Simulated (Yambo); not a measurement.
# C (Fd-3m) in Yambo: notebook

One crystal, C, is run at these levels: PBEsol; tasks: G0W0 quasiparticle levels, Hartree-Fock levels, optical spectrum.

Everything below comes from runs of Yambo 5.3.0. Logs are shortened: lines on timing, memory, paths and dates and some standing lists are left out, and cuts for length are marked.

### 1 Starting point

It takes space group Fd-3m (No. 227, cubic). Conventional cell: a = 3.567 Å, b = 3.567 Å, c = 3.567 Å, α = 90.00°, β = 90.00°, γ = 90.00°. C (site symmetry -43m) has 4 C at 1.54 Å as nearest neighbours.

This isn't the form of C at room conditions, which is graphite.

### 2 G0W0 quasiparticle levels, PBEsol

Contents of g0w00.in:

```
gw0
dyson
el_el_corr
rim_cut
HF_and_locXC
ppa
em1d
RandQpts= 1000000
RandGvec= 50 RL
EXXRLvcs= 82 Ry
VXCRLvcs= 82 Ry
Chimod= "HARTREE"
% BndsRnXp
 1 | 154 |
%
NGsBlkXp= 12 Ry
% LongDrXp
 1 | 1 | 1 |
%
PPAPntXp= 27.21138 eV
% GbndRnge
 1 | 154 |
%
GTermKind= "BG"
DysSolver= "n"
ExtendOut
% QPkrange
 1 | 1 | 4 | 5 |
 10 | 10 | 4 | 5 |
%
```

Contents of scf.in:

```
&CONTROL
  calculation = 'scf'
  prefix = 'pwscf'
  outdir = './tmp'
  pseudo_dir = './pseudo'
/
&SYSTEM
  ibrav = 0
  nat = 2
  ntyp = 1
  ecutwfc = 82
  nbnd = 9
  occupations = 'smearing'
  smearing = 'fd'
  degauss = 0.00367493
  force_symmorphic = .true.
/
&ELECTRONS
  conv_thr = 4d-10
  electron_maxstep = 120
  mixing_beta = 0.5
/
ATOMIC_SPECIES
C     12.0110 C.upf
CELL_PARAMETERS bohr
   0.0000000000    3.3700808789    3.3700808789
   3.3700808789    0.0000000000    3.3700808789
   3.3700808789    3.3700808789    0.0000000000
ATOMIC_POSITIONS bohr
C      5.0551213183    5.0551213183    5.0551213183
C      3.3700808789    3.3700808789    3.3700808789
K_POINTS automatic
12 12 12 0 0 0
```

Contents of nscf.in:

```
&CONTROL
  calculation = 'nscf'
  prefix = 'pwscf'
  outdir = './tmp'
  pseudo_dir = './pseudo'
/
&SYSTEM
  ibrav = 0
  nat = 2
  ntyp = 1
  ecutwfc = 82
  nbnd = 154
  occupations = 'fixed'
  force_symmorphic = .true.
/
&ELECTRONS
  conv_thr = 1d-08
  diago_full_acc = .true.
  diago_thr_init = 1d-06
/
ATOMIC_SPECIES
C     12.0110 C.upf
CELL_PARAMETERS bohr
   0.0000000000    3.3700808789    3.3700808789
   3.3700808789    0.0000000000    3.3700808789
   3.3700808789    3.3700808789    0.0000000000
ATOMIC_POSITIONS bohr
C      5.0551213183    5.0551213183    5.0551213183
C      3.3700808789    3.3700808789    3.3700808789
K_POINTS automatic
6 6 6 0 0 0
```

Potentials or basis: PseudoDojo 0.4.1 SR PBEsol standard.

Command:

```console
OMP_NUM_THREADS=1 pw.x -in scf.in > scf.out
OMP_NUM_THREADS=1 pw.x -in nscf.in > nscf.out
cd tmp/pwscf.save; p2y; mv SAVE ../..; cd ../..
OMP_NUM_THREADS=1 yambo
OMP_NUM_THREADS=1 yambo -F g0w00.in -J g0w00 -C g0w00_out
```

Yambo's report:

```text
[... sections 02.01 to 02.04 as in the set-up run ...]

  [02.05] Energies & Occupations
  ==============================

  [X] === General ===
  [X] Electronic Temperature                        :  0.000000  0.000000 [eV K]
  [X] Bosonic    Temperature                        :  0.000000  0.000000 [eV K]
  [X] Finite Temperature mode                       : no
  [X] El. density                                   :  0.70524E+24 [cm-3]
  [X] Fermi Level                                   :  13.35837 [eV]

  [X] === Gaps and Widths ===
  [X] Conduction Band Min                           :  4.072979 [eV]
  [X] Valence Band Max                              :  0.000000 [eV]
  [X] Filled Bands                                  :   4
  [X] Empty Bands                                   :    5  154
  [X] Direct Gap                                    :  5.563733 [eV]
  [X] Direct Gap localized at k                     :  1
  [X] Indirect Gap                                  :  4.072979 [eV]
  [X] Indirect Gap between kpts                     :   1  10
  [X] Last valence band width                       :  7.905540 [eV]
  [X] 1st conduction band width                     :  4.616611 [eV]

 [03] Transferred momenta grid and indexing
 ==========================================

 IBZ Q-points                                      :  16
 BZ  Q-points                                      :  216

 K/Q-points units:
 rlu = crystal or reduced units; cc = cartesian coordinates; iku = interal k-units

 Q [ 1]         [rlu]:  0.000000  0.000000  0.000000
 Q [ 2]         [rlu]:  0.65173E-18  0.65173E-18  0.16667
 Q [ 3]         [rlu]:  0.13035E-17  0.13035E-17  0.33333
 Q [ 4]         [rlu]:  0.20821E-17  0.20821E-17 -0.50000
 Q [ 5]         [rlu]: -0.11012E-17  0.16667      0.16667
 Q [ 6]         [rlu]:  0.65173E-18  0.16667      0.33333
 Q [ 7]         [rlu]: -0.27339E-17  0.16667      0.50000
 Q [ 8]         [rlu]:  0.20821E-17  0.16667     -0.33333
 Q [ 9]         [rlu]: -0.13035E-17  0.16667     -0.16667
 Q [10]         [rlu]: -0.22024E-17  0.33333      0.33333
 Q [11]         [rlu]:  0.26704E-17  0.33333      0.50000
 Q [12]         [rlu]:  0.14304E-17  0.33333     -0.33333
 Q [13]         [rlu]:  0.33036E-17 -0.50000     -0.50000
 Q [14]         [rlu]:  0.166667  0.333333  0.500000
 Q [15]         [rlu]:  0.166667  0.333333 -0.333333
 Q [16]         [rlu]:  0.166667 -0.500000 -0.333333

 [04] Coloumb potential Random Integration (RIM)
 ===============================================

  [04.01] RIM initialization
  ==========================

  * Diagonal components only detected *

  8 x (sBL volume)        :  0.120012 [a.u.]
  sBZ random points       :  1000000
  Points outside the sBZ  :   7999624
  RL volume               :  3.240325 [a.u.]
  Integrated volume       :  3.240478 [a.u.]

  [04.02] RIM integrals
  =====================

  Gamma point sphere radius             :  0.089473 [a.u.]
  Points outside the sphere             :   799635
  [Int_sBZ(q=0) 1/q^2]*(Vol_sBZ)^(-1/3) =:  7.763403
                                 should be <:  7.795600
  [WR./g0w00//ndb.RIM]------------------------------------------------------------
   Brillouin Zone Q/K grids (IBZ/BZ)                :   16  216   16  216
   Coulomb cutoff potential                         : none
   Coulombian RL components                         :   51
   Coulombian diagonal components                   : yes
   RIM random points                                :  1000000
   RIM  RL volume             [a.u.]                :  3.240478
   Real RL volume             [a.u.]                :  3.240325
   Eps^-1 reference component                       : 0
   Eps^-1 components                                :  0.000000  0.000000  0.000000
   RIM anysotropy factor                            :  0.000000

  Summary of Coulomb integrals for non-metallic bands |Q|[au] RIM/Bare

  Q [1] 0.100000E-4 0.995870 * Q [2] 0.269103 1.064252
  Q [5] 0.310734 1.063621 * Q [9] 0.439444 1.026387
  Q [6] 0.515293 1.018937 * Q [3] 0.538206 1.016307
  Q [10] 0.621467 1.013309 * Q [8] 0.677228 1.010912
  Q [14] 0.694822 1.010147 * Q [7] 0.761139 1.008295
  Q [4] 0.807310 1.007596 * Q [11] 0.807310 1.007596
  Q [12] 0.878888 1.006547 * Q [15] 0.919163 1.005996
  Q [13] 0.932201 1.005640 * Q [16] 0.982626 1.004971

 [05] Dipoles
 ============

  [05.01] Setup: observables and procedures
[... 52 lines left out ...]
 [WR./g0w00//ndb.pp_fragment_2]--------------------------------------------------
  PPA Im  energy                                   :  27.21138 eV
 [X-CG] R(p) Tot o/o(of R):   24079  129600     100
 [X-CG] R(p) Tot o/o(of R):   13781  129600     100
 [X-CG] R(p) Tot o/o(of R):   20928  129600     100
 [X-CG] R(p) Tot o/o(of R):   37871  129600     100
 [X-CG] R(p) Tot o/o(of R):   34763  129600     100
 [X-CG] R(p) Tot o/o(of R):   33669  129600     100
 [X-CG] R(p) Tot o/o(of R):   29843  129600     100
 [X-CG] R(p) Tot o/o(of R):   20358  129600     100
 [X-CG] R(p) Tot o/o(of R):   35379  129600     100
 [X-CG] R(p) Tot o/o(of R):   28157  129600     100
 [X-CG] R(p) Tot o/o(of R):   12452  129600     100
 [X-CG] R(p) Tot o/o(of R):   35894  129600     100
 [X-CG] R(p) Tot o/o(of R):   36529  129600     100
 [X-CG] R(p) Tot o/o(of R):   28130  129600     100

 [07] Local Exchange-Correlation + Non-Local Fock
 ================================================

 [VXC] Plane waves :   965
 [EXS] Plane waves :   965

 QP @ state[ 1 ] K range:  1  1
 QP @ state[ 1 ] b range:   4   5
 QP @ state[ 2 ] K range:  10  10
 QP @ state[ 2 ] b range:   4   5

 [xc] Functional : Perdew, Burke & Ernzerhof SOL(X)+Perdew, Burke & Ernzerhof SOL(C)
 [xc] LIBXC used to calculate xc functional
  PP Number of Atomic Species                      :  1
  NLCC RL compoments                               :   7727
  PP Number of Atomic Species                      :  1
  NLCC RL compoments                               :   7727
 [WR./g0w00//ndb.HF_and_locXC]---------------------------------------------------
  Brillouin Zone Q/K grids (IBZ/BZ)                :   16  216   16  216
  RL vectors                                       :  1363 [WF]
  Fragmentation                                    : no
  Electronic Temperature                           :  0.000000 [K]
  Bosonic    Temperature                           :  0.000000 [K]
  Green`s function   wavefunctions                 : Perdew, Burke & Ernzerhof SOL(X)+Perdew, Burke & Ernzerhof SOL(C)
  Total number of QP states                        :   4
  Exchange RL vectors                              :   965
  Exchange summation bands                         :   4
  RIM RL components                                :   51
  RIM random points                                :  1000000

 [xc] E_xc :  -3.529243 [Ha]
      E_xc :  -7.058486 [Ry]

  Local XC kind (lXC) : Perdew, Burke & Ernzerhof SOL(X)+Perdew, Burke & Ernzerhof SOL(C)
  Non-Local XC kind (nlXC) : Hartree-Fock

  Corrections @ K [1] :  [eV]
 <4|nlXC|4> = -19.16246 -0.63637E-17 <4|lXC|4> = -16.80091  0.000000
 <5|nlXC|5> = -9.560026  0.98999E-18 <5|lXC|5> = -15.57367  0.000000

  Corrections @ K [10] :  [eV]
 <4|nlXC|4> = -20.21773  0.24531E-16 <4|lXC|4> = -15.91336 -0.18882E-15
 <5|nlXC|5> = -8.871912 -0.19247E-17 <5|lXC|5> = -14.33079  0.000000

 [08] Dyson equation: Newton solver
 ==================================

 [WARNING] Response block size in GW reduced to 65      RL (6951    mHa)

  [08.01] G0W0 (W PPA)
  ====================

  [  GW  ] Bands range     :    1  154
  [GW/PPA] G damping       :  0.100000 [eV]

  QP @ state[ 1 ] K range:  1  1
  QP @ state[ 1 ] b range:   4   5
  QP @ state[ 2 ] K range:  10  10
  QP @ state[ 2 ] b range:   4   5
[... 51 lines left out ...]
   :: Time ordering fails/rest    :  0.497847
   :: Mean rel dev of PP cond     :  0.175640
   Current Q-pt index             :  14
   :: PP condition fails/total    :  0.169941
   :: Time ordering fails/rest    :  0.499287
   :: Mean rel dev of PP cond     :  0.169962
   Current Q-pt index             :  15
   :: PP condition fails/total    :  0.179882
   :: Time ordering fails/rest    :  0.497547
   :: Mean rel dev of PP cond     :  0.179913
   Current Q-pt index             :  16
   :: PP condition fails/total    :  0.180828
   :: Time ordering fails/rest    :  0.500433
   :: Mean rel dev of PP cond     :  0.180857

  [08.02] QP properties and I/O
  =============================

  Legend (energies in eV)
  - B  : Band       - Eo  : bare energy
  - E  : QP energy  - Z   : Renormalization factor
  - So : Sc(Eo)     - S   : Sc(E)
  - dSp: Sc derivative precision

  - lXC: Local XC (Perdew, Burke & Ernzerhof SOL(X)+Perdew, Burke & Ernzerhof SOL(C))
  -nlXC: non-Local XC (Hartree-Fock)

  QP [eV] @ K [1] (iku):  0.000000  0.000000  0.000000
   B=4 Eo=  0.00 E= -0.79 E-Eo= -0.79 Re(Z)=0.83 Im(Z)=-0.722146E-3 nlXC= -19.1625 lXC= -16.8009 So=  1.40932
   B=5 Eo=  5.56 E=  6.52 E-Eo=  0.95 Re(Z)=0.83 Im(Z)=-0.746320E-3 nlXC= -9.56003 lXC= -15.5737 So= -4.86496

  QP [eV] @ K [10] (iku):  0.33333      0.38322E-17 -0.38322E-17
   B=4 Eo= -5.37 E= -6.44 E-Eo= -1.07 Re(Z)=0.82 Im(Z)=-0.510415E-3 nlXC= -20.2177 lXC= -15.9134 So=  2.99076
   B=5 Eo=  4.07 E=  4.70 E-Eo=  0.63 Re(Z)=0.84 Im(Z)=-0.703309E-3 nlXC= -8.87191 lXC= -14.3308 So= -4.71227

  [WR./g0w00//ndb.QP]-------------------------------------------------------------
   Lattice constants                                :  3.370081  3.370081  3.370081
   Coulomb cutoff potential                         : none
   Electronic Temperature                           :  0.000000 [K]
   Bosonic    Temperature                           :  0.000000 [K]
   Green`s function   energies                      : Perdew, Burke & Ernzerhof SOL(X)+Perdew, Burke & Ernzerhof SOL(C)
   wavefunctions                                    : Perdew, Burke & Ernzerhof SOL(X)+Perdew, Burke & Ernzerhof SOL(C)
   PPA    diel. fun.  energies                      : Perdew, Burke & Ernzerhof SOL(X)+Perdew, Burke & Ernzerhof SOL(C)
   wavefunctions                                    : Perdew, Burke & Ernzerhof SOL(X)+Perdew, Burke & Ernzerhof SOL(C)
   QP tot states                                    :   4
   GW solver                                        : Newton
   GW approximation                                 : PPA
   PPA imaginary Energy                             :  27.21138 ev
   RIM G`s                                          :   51
   RIM random pts                                   :  1000000
   dS/dw steps                                      :  2
   dS/dw step                                       :  0.100000 ev
   X G`s                                            :   65 used
   X G`s                                            :   65 disk
   X bands                                          :    1  154
   X poles                                          :  100.0000 o/o
   X e/h E range                                    : -1.000000 -1.000000 ev
   X Hxc Kernel                                     : HARTREE
   X BZ energy Double Grid                          : no
   X Optical Averaged directions                    : none
   Sc/G bands                                       :    1  154
   Sc/G damping                                     :  0.100000 ev
   Sc bands terminator                              : yes
   Sc terminator kind                               : BG
   Sc Terminator pole                               :  40.81708
   Sx RL components                                 :   965

   QP @ state[ 1 ] K range                          :  1  1
   QP @ state[ 1 ] b range                          :   4   5
   QP @ state[ 2 ] K range                          :  10  10
   QP @ state[ 2 ] b range                          :   4   5
   GF energies kind                                 : Perdew, Burke & Ernzerhof SOL(X)+Perdew, Burke & Ernzerhof SOL(C)
   GF WF`s kind                                     : Perdew, Burke & Ernzerhof SOL(X)+Perdew, Burke & Ernzerhof SOL(C)
   Xs energies kind                                 : Perdew, Burke & Ernzerhof SOL(X)+Perdew, Burke & Ernzerhof SOL(C)
   Xs WF`s kind                                     : Perdew, Burke & Ernzerhof SOL(X)+Perdew, Burke & Ernzerhof SOL(C)
```

It took 100 s on 1 thread of Intel Xeon 6975P-C (Granite Rapids), shared host; peak memory 0.36 GiB.

Results:

| Property | Result |
| --- | --- |
| Band gap on the k mesh, mean-field level | 4.07 eV, indirect (least direct gap 5.56 eV) |
| Quasiparticle gap | 5.49 eV |
| Least direct quasiparticle gap | 7.31 eV |
| Quasiparticle gap at Γ | 7.31 eV |
| Band gap of the same states before the correction | 4.07 eV |

Quasiparticle terms (eV):
| k point | band | Kohn-Sham level | Vxc | Σx | Σc | Z | result |
| --- | --- | --- | --- | --- | --- | --- | --- |
| (0.000, 0.000, 0.000) | 4 | 0.00 | -16.80 | -19.16 | 1.41 | 0.83 | -0.79 |
| (0.000, 0.000, 0.000) | 5 | 5.56 | -15.57 | -9.56 | -4.86 | 0.83 | 6.52 |
| (0.000, 0.333, 0.333) | 4 | -5.37 | -15.91 | -20.22 | 2.99 | 0.82 | -6.44 |
| (0.000, 0.333, 0.333) | 5 | 4.07 | -14.33 | -8.87 | -4.71 | 0.84 | 4.70 |

Caveat: the k mesh is coarse (spacing up to 0.51 Å⁻¹), so the values aren't converged; this version prints the column dSc/dw multiplied by 27.2; the terminator is approximate in this version, by hundredths of an eV.

[end of part 1 of 2]
